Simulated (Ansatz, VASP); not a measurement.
## MgO in VASP and in Ansatz

```
CELL_PARAMETERS angstrom
3.30347 0.00000 0.00000
-1.65173 2.86089 0.00000
0.00000 0.00000 5.01939
ATOMIC_POSITIONS crystal
Mg 0.28177 0.62892 0.00366
Mg 0.71823 0.37108 0.50366
O 0.38117 0.70169 0.40094
O 0.61883 0.29831 0.90094
```

Change from the starting cell: mode 4 frozen in at -0.108 Å and mode 5 at -0.108 Å (largest displacements).

Alike in both runs: task single point; functional PBEsol; k mesh 9 × 9 × 6; occupations gaussian, width 0.05 eV; no spin polarisation.

|  | VASP | Ansatz |
| --- | --- | --- |
| version | VASP 6.6.1 | Ansatz 0.2.0 |
| potentials or method | VASP PAW PBE potentials, release 64 (Mg, O) | scalar-relativistic, plane waves, PAW |
| plane-wave cutoff (eV) | 520 | 520 |
| valence electrons in the cell | 16 | 32 |

|  | VASP | Ansatz | Ansatz less VASP |
| --- | --- | --- | --- |
| gap on the k mesh at the Fermi level (eV) | 3.20 | 3.21 | +0.005 |
| least direct gap on the mesh (eV) | 3.20 | 3.21 | +0.005 |
| pressure (GPa) | -0.7 | -0.4 | +0.30 |
| largest component of the traceless stress (GPa) | 0.80 | 0.77 | -0.029 |
| rms of the force components (eV/Å) | 0.264 | 0.261 | -0.0029 |

Atom by atom the forces differ by 0.003 eV/Å (rms over components). The two sets of potentials don't hold the same shells in valence. Ansatz warned: «pseudo_functional_mismatch».

Caveats: the PAW data sets were made with another functional, which shifts forces and pressure a little (VASP); an odd mesh through Γ misses points on the zone boundary, where band edges often lie.
